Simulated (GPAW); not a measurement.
Wanted: an ASE script for a GPAW 26.7.0 run.

```
Task                : equation of state
Functional          : MS2
Potentials or basis : GPAW PAW data sets (gpaw-data 1.2.1)
Cutoff              : 600 eV
Basis               : pw
k mesh              : 11 × 11 × 11
Occupations         : fermi-dirac, width 0.05 eV
Spin                : no spin polarisation
Maxiter             : 150
Eos scales          : [0.94, 0.96, 0.98, 1.0, 1.02, 1.04, 1.06]
```

The structure of Ag lies in POSCAR:

```
Ag
1.0
    0.0000000000      2.0427500000      2.0427500000
    2.0427500000      0.0000000000      2.0427500000
    2.0427500000      2.0427500000      0.0000000000
Ag
1
Direct
    0.0000000000      0.0000000000      0.0000000000
```

One way to write it, as run:

run.py

```python
from ase.eos import EquationOfState
from ase.io import Trajectory, read
from ase.units import GPa
from gpaw import GPAW, PW

atoms = read('POSCAR')

traj = Trajectory('eos.traj', 'w')
volumes, energies = [], []
for x in [0.94, 0.96, 0.98, 1.0, 1.02, 1.04, 1.06]:
    a = atoms.copy()
    a.set_cell(atoms.cell * x**(1 / 3), scale_atoms=True)
    calc = GPAW(mode=PW(600),
                xc='MGGA_X_MS2+GGA_C_REGTPSS',
                kpts={'size': (11, 11, 11), 'gamma': True},
                occupations={'name': 'fermi-dirac', 'width': 0.05},
                nbands=18,
                convergence={'density': 1e-05, 'energy': 1e-05},
                maxiter=150,
                txt=f'eos-{x:.2f}.txt')
    a.calc = calc
    energies.append(a.get_potential_energy(force_consistent=True))
    volumes.append(a.get_volume())
    p = -a.get_stress()[:3].mean() / GPa
    calc.write(f'eos-{x:.2f}.gpw')
    traj.write(a)
    print(f'{x:.2f} {volumes[-1]:10.4f} A^3 {energies[-1]:14.6f} eV {p:9.3f} GPa', flush=True)

v0, e0, B = EquationOfState(volumes, energies, eos='birchmurnaghan').fit()
print(f'V0 = {v0:.4f} A^3, E0 = {e0:.6f} eV, B0 = {B / GPa:.2f} GPa')
```

Potentials or basis: GPAW PAW data sets (gpaw-data 1.2.1), pw.

Command:

```console
$ OMP_NUM_THREADS=1 python run.py
```

It gave:

```json
{
 "Equilibrium volume": "16.71 Å³/atom (rough: see the caveat)",
 "Bulk modulus": "118 GPa (rough)"
}
```

Caveat: the points scatter about the fit; the PAW data sets were made with another functional, which shifts forces and pressure a little.

Run time: 4.5 min on 1 thread of Intel(R) Xeon(R) Platinum 8488C (Sapphire Rapids), on a shared host, peak memory 0.74 GiB.
